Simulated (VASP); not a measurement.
# Strain splitting of the top valence bands and hole masses of GaSb under biaxial (001) strain, HSE06 with spin-orbit coupling

Squeezing or stretching GaSb in the (001) plane splits its top valence level by nearly the same amount, yet the hole band left on top is heavy along the normal in one case and light in the other. The puzzle is how a change of sign in the strain can exchange the character of the holes while barely altering the size of the splitting. The matter bears on hole transport in strained layers, where the band on top carries most of the holes. The levels are HSE06 values with spin-orbit coupling on PBEsol cells, given as depths below the valence-band top at Γ. Strain is counted from the relaxed PBEsol crystal, with tension positive.

## Method

The start is a typed prototype cell. The crystal was relaxed with PBEsol. Equal strain is imposed in the (001) plane; the strain along the normal is adjusted until the normal stress vanishes, and the atoms are relaxed with PBEsol. VASP 6.6.1, plane waves with PAW, cutoff 450 eV, no spin polarisation. Band edges are single points at HSE06 with spin-orbit coupling on these cells, k mesh 4×4×4, read on short lines of k points at the zone centre and through the valleys; energies are counted from the valence-band top at the zone centre. Each level is the mean of a Kramers pair; masses are fitted within 0.05 1/Å of the zone centre and are rough where two bands nearly touch. All levels use the PAW data sets made with PBE.

Notes on method and selection:

- Runs that did not converge, have known faults or may not be shown are not listed, and runs on Ansatz's PAW sets soft_1 and soft_2 are kept to separate tables.

Columns:

- strain (%): strain in the plane (tension positive).
- second level (eV): second valence level below the top at Γ.
- third level (eV): third valence level below the top at Γ.
- mass, normal (mₑ): mass of the top hole band along the normal.
- mass, plane (mₑ): mass of the top hole band in the plane.

## Numbers

| member | sign of the strain | strain (%) | second level (eV) | third level (eV) | mass, normal (mₑ) | mass, plane (mₑ) |
| --- | --- | --- | --- | --- | --- | --- |
| −2 % | compression | −2.0 | 0.1494 | 0.806 | 0.226 | 0.066 |
| −1 % | compression | −1.0 | 0.0768 | 0.742 | 0.234 | 0.068 |
| −0.5 % | compression | −0.5 | 0.0386 | 0.717 | 0.237 | 0.081 |
| 0 % | compression | 0.0 | 0.0000 | 0.694 | 0.241 | 0.241 |
| 0 % | tension | 0.0 | 0.0000 | 0.694 | 0.241 | 0.241 |
| +0.5 % | tension | 0.5 | 0.0407 | 0.715 | 0.052 | 0.155 |
| +1 % | tension | 1.0 | 0.0823 | 0.739 | 0.035 | 0.138 |
| +2 % | tension | 2.0 | 0.1649 | 0.793 | 0.028 | 0.124 |

Least-squares fits to the whole series, with x = strain (%); R² and errors in the fitted variable (y, or ln y where the fit is in ln y):

| y | sign of the strain | members | fit | R² | rms residual | leave-one-out rms | the same for the mean of the others |
| --- | --- | --- | --- | --- | --- | --- | --- |
| third level (eV) | compression | 4 | y = 0.6904 − 0.05640 x | 0.99 | 0.0034 | 0.0099 | 0.056 |
| third level (eV) | tension | 4 | y = 0.6916 + 0.04989 x | 1.00 | 0.0021 | 0.0060 | 0.049 |
| second level (eV) | compression | 4 | y = 9.200×10⁻⁴ − 0.07461 x | 1.00 | 8.9×10⁻⁴ | 0.0026 | 0.074 |
| second level (eV) | tension | 4 | y = −2.400×10⁻⁴ + 0.08253 x | 1.00 | 2.1×10⁻⁴ | 4.4×10⁻⁴ | 0.081 |

## What drives the series

The second level lies 0.1494 eV below the top at −2 % and 0.1649 eV below it at +2 %. Between these two rows the mass of the top hole band along the normal falls from 0.226 to 0.028 mₑ, a factor of eight, while the mass in the plane rises from 0.066 to 0.124 mₑ.

The simplest model treats the valence top as three p orbitals.

1. Without strain, spin-orbit coupling places a fourfold level above a twofold one, at a distance Δ.

2. Compression in the plane tilts the bonds towards the normal. The p_z orbital then bonds more strongly and sinks, while p_x and p_y rise. Let p_x and p_y shift by +ε and p_z by −2ε, with ε = −s × strain; tension reverses both shifts.

3. One pair of the fourfold level contains only p_x and p_y, and so moves to +ε. The other pair is two-thirds p_z and moves to −ε. Strain also couples this second pair to the split-off pair, with strength √2 ε.

4. Diagonalising the coupled pairs gives E = ½[−(Δ + ε) ± S], where S = √(Δ² − 2Δε + 9ε²).

5. Under compression the p_x, p_y pair is on top, and the depths are ½(Δ + 3ε ∓ S). Under tension the p_z-rich pair is on top, and the depths are ½(S − Δ + 3|ε|) and S.

For small strain the second level lies about 2|ε| deep on either side, which is why the splitting hardly depends on the sign.

The masses follow from the same exchange. The s-like conduction band repels a p orbital most strongly for motion along its lobes, and this makes the band light in that direction. The top band is therefore light in the plane under compression and light along the normal under tension.

## Fixing and testing the model

The unstrained crystal, a single calculation listed under both signs, fixes Δ = 0.694 eV. The −1 % row fixes s through its second level, d = 0.0768 eV. With Δ − d = 0.694 − 0.0768 = 0.6172 eV and 2Δ − 3d = 2 × 0.694 − 3 × 0.0768 = 1.1576 eV, solving the compression formula for ε gives

ε = d(Δ − d)/(2Δ − 3d) = 0.0768 × 0.6172 / 1.1576 = 0.0409 eV,

so s = 0.0409 eV per % of strain. The other rows then follow without further adjustment.

**−2 %:** ε = 2 × 0.0409 = 0.0818 eV.
The terms are Δ² = 0.694 × 0.694 = 0.4816, 2Δε = 2 × 0.694 × 0.0818 = 0.1135 and 9ε² = 9 × 0.0818 × 0.0818 = 0.0602 (all in eV²), and 3ε = 3 × 0.0818 = 0.2454 eV.
S = √(0.4816 − 0.1135 + 0.0602) = 0.6545 eV.
Second level: (0.694 + 0.2454 − 0.6545) / 2 = 0.142 eV; table 0.1494 eV.
Third level: (0.694 + 0.2454 + 0.6545) / 2 = 0.797 eV; table 0.806 eV.

**+1 %:** |ε| = 0.0409 eV.
The terms are 2Δ|ε| = 2 × 0.694 × 0.0409 = 0.0568 and 9ε² = 9 × 0.0409 × 0.0409 = 0.015 (both in eV²), and 3|ε| = 3 × 0.0409 = 0.1227 eV.
S = √(0.4816 + 0.0568 + 0.015) = 0.744 eV.
Second level: (0.744 − 0.694 + 0.1227) / 2 = 0.086 eV; table 0.0823 eV.
Third level: S = 0.744 eV; table 0.739 eV.

**+2 %:** |ε| = 0.0818 eV.
S = √(0.4816 + 0.1135 + 0.0602) = 0.810 eV.
Second level: (0.810 − 0.694 + 0.2454) / 2 = 0.181 eV; table 0.1649 eV.
Third level: S = 0.810 eV; table 0.793 eV.

At −0.5 % and +0.5 % the same formulas give second levels of about 0.040 and 0.042 eV, against 0.0386 and 0.0407 eV in the table. Over the five strained rows not used to set the parameters, the rms miss is about 0.008 eV for the second level and 0.009 eV for the third. Taking the mean of the other members instead misses by 0.074 to 0.081 eV for the second level and 0.049 to 0.056 eV for the third. The fitted straight lines predict a left-out second level better than the model does, but each needs several rows of its own branch.

## Exceptions

Largest departures from the fit to the whole series:

| member | sign of the strain | third level (eV) | fit | computed − fit | in rms residuals |
| --- | --- | --- | --- | --- | --- |
| −1 % | compression | 0.742 | 0.747 | −0.005 | 1.4 |
| +1 % | tension | 0.739 | 0.741 | −0.002 | 1.2 |
| 0 % | tension | 0.694 | 0.692 | +0.002 | 1.2 |
| 0 % | compression | 0.694 | 0.690 | +0.004 | 1.1 |

The model overestimates the splitting under tension and underestimates it at −2 %. It also puts the third level deeper at +2 % than at −2 %, whereas the table has 0.793 against 0.806 eV. Solving the two tabled depths for both parameters shows where the misfit lies, provided the form of the model is kept; two depths cannot test that form as well. At −2 % they give Δ of about 0.70 eV and |ε| of about 0.087 eV; at +2 %, about 0.69 and 0.075 eV. Δ is nearly constant, but s falls from about 0.043 to 0.038 eV per %. The normal strain is not the cause: it is slightly larger in size under tension, which would raise s there. Weaker p bonding in the stretched crystal does not explain it either: contraction along the normal offsets much of the stretch in the plane, and the bonds lengthen too little to lower s by more than a tenth. Within this model, then, the shifts are not strictly proportional to the strain, and the levels alone do not show why.

The normal mass under tension drops from 0.052 to 0.028 mₑ, although the model keeps the same pair on top. Part of this may come from the fit. At +0.5 %, parabolic bands with masses 0.028 and 0.241 mₑ would cross at k² = 0.0407 / [3.81 × (1/0.028 − 1/0.241)] = 0.00034 1/Å², or k ≈ 0.018 1/Å, well inside the fitted range (3.81 eV Å² is ħ²/2mₑ). A fit to the uppermost band would then include a heavy stretch. At +2 % the same estimate puts the crossing at k of about 0.037 1/Å, still inside the range, so that mass may be affected too, though less. The gap also narrows under tension, and the coupling to the split-off pair raises the p_z share of the top band; both should make the band truly lighter along the normal.

## What to take away

From −2 % to +2 %, the second level deepens by roughly 0.08 eV per % of strain of either sign, while the sign selects which pair of bands is on top and hence the direction in which its holes are light.

A thin layer adds confinement, which is absent here. With hard walls a band shifts down by ħ²π²/(2mL²), about 38/(m L²) eV for m in mₑ and L in Å. At 50 Å this is roughly 0.3 eV for a normal mass of 0.05 mₑ, and roughly 0.06 eV for one of 0.24 mₑ. The difference, an upper estimate for these masses because real walls are not hard, exceeds the largest tabled splitting of the top pair; it adds to the splitting under compression and opposes it under tension.
